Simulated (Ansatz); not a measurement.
# GaAs: a single-point run

The task is a single-point run on GaAs. The structure is shown as the input types it.

Computed with Ansatz 0.2.0 (density functional or hybrid calculation with the settings of its input, plane waves (as first typed), unless a step's input says otherwise).

5 further runs of the same task are left out: 2 for a known fault of the program, 3 that didn't finish.

## 1. The starting structure

The structure is cubic, space group F-43m (No. 216). The conventional cell has a = 5.666 Å, b = 5.666 Å, c = 5.666 Å, α = 90.00°, β = 90.00°, γ = 90.00°. Ga (site symmetry -43m) has 4 As at 2.45 Å as nearest neighbours. As (site symmetry -43m) is surrounded by 4 Ga at 2.45 Å.

Structure file:

```
CELL_PARAMETERS angstrom
0.00000 2.83308 2.83308
2.83308 0.00000 2.83308
2.83308 2.83308 0.00000
ATOMIC_POSITIONS crystal
Ga 0.00000 0.00000 0.00000
As 0.25000 0.25000 0.25000
```

## 2. The calculation

input.yaml reads:

```yaml
crystal:
  lattice:
    - [0.0, 2.833083191, 2.833083191]
    - [2.833083191, 0.0, 2.833083191]
    - [2.833083191, 2.833083191, 0.0]
  atoms:
    - { symbol: Ga, position: [0.0, 0.0, 0.0] }
    - { symbol: As, position: [0.25, 0.25, 0.25] }
kpoints:
  mp_grid: { grid: [6, 6, 6] }
hamiltonian:
  xc: pbesol
scf:
  occupations: { method: fixed }
  n_extra_bands: 4
  max_iter: 79
output:
  forces: true
  stress: true
  eigenvalues: true
basis:
  ecutrho_ratio: 2
```

Launch:

```sh
> ansatz run input.yaml --threads 4 --pin off --max-ram 3686MiB --backend cpu --events-out ev --progress --plain --runs-dir out
```

What happens when this is run?

The run converged and reported no error, with warnings (cutoff below recommended). Its log warns: «basis.ecutrho_ratio = 2 (ecutrho = 840 eV) is below the records' recommended 1680 eV»

The suspect setting: basis.ecutrho_ratio is 2. The grid or cutoff for the density and potential is too coarse for the wavefunction basis: a density holds Fourier components up to twice the waves' wavevector.

To check: delete basis.ecutrho_ratio (the default then holds).
